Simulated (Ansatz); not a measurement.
## Structures of SnSe: which is lowest?

Plane-wave DFT in Ansatz with scalar-relativistic PAW potentials, cutoff 500 eV, Γ-centred meshes chosen by cell and gap, Gaussian smearing with energies taken to zero width. Every cell was relaxed (cell and atoms) in a run of its own, within the symmetry of its start. Functional: r2SCAN.

Relaxed structures (starts from databases or built by putting these elements on another compound's sites):
A. Fm-3m, 2 atoms in the computed cell, a = 6.018 Å; sites (symmetry × multiplicity) Sn m-3m × 4, Se m-3m × 4; start: built
B. P6/mmm, 6 atoms in the computed cell, a = 6.610 Å, c = 4.513 Å; sites (symmetry × multiplicity) Sn mmm × 3, Se -6m2 × 2 + 6/mmm × 1; start: built
C. F-43m, 2 atoms in the computed cell, a = 6.729 Å; sites (symmetry × multiplicity) Sn -43m × 4, Se -43m × 4; start: built
D. Pnma, 8 atoms in the computed cell, a = 11.676 Å, b = 4.125 Å, c = 4.698 Å; sites (symmetry × multiplicity) Sn .m. × 4, Se .m. × 4; start: database
E. P4/nmm, 4 atoms in the computed cell, a = 5.109 Å, c = 4.476 Å; sites (symmetry × multiplicity) Sn 4mm × 2, Se -4m2 × 2; start: built
F. P4/nmm, 4 atoms in the computed cell, a = 4.286 Å, c = 10.990 Å; sites (symmetry × multiplicity) Sn 4mm × 2, Se 4mm × 2; start: database
G. P6_3/mmc, 4 atoms in the computed cell, a = 4.134 Å, c = 7.493 Å; sites (symmetry × multiplicity) Sn -3m. × 2, Se -6m2 × 2; start: built

Q: Rank them by energy. Could pressure change the order?

A:
| structure | group | E − E(lowest) (meV/atom) | V (Å³/atom) | gap on mesh (eV) |
| --- | --- | --- | --- | --- |
| D | Pnma | 0.0 | 28.28 | 1.02 |
| A | Fm-3m | 44 | 27.24 | 0.46 |
| F | P4/nmm | 89 | 50.47 | 1.77 |
| G | P6_3/mmc | 120 | 27.72 | 0.00 |
| E | P4/nmm | 159 | 29.21 | 0.49 |
| C | F-43m | 340 | 38.09 | 0.12 |
| B | P6/mmm | 391 | 28.46 | 0.00 |

D is lowest, 44 meV/atom under A. A is denser by 1.04 Å³/atom, so pressure favours it: ΔE/ΔV, with ΔE in eV and 1 eV/Å³ = 160.2 GPa, gives about 7 GPa for equal enthalpy if both cells were rigid, a rough figure since the two compress differently. Other structures may lie lower than all of these, and vibrations aren't counted.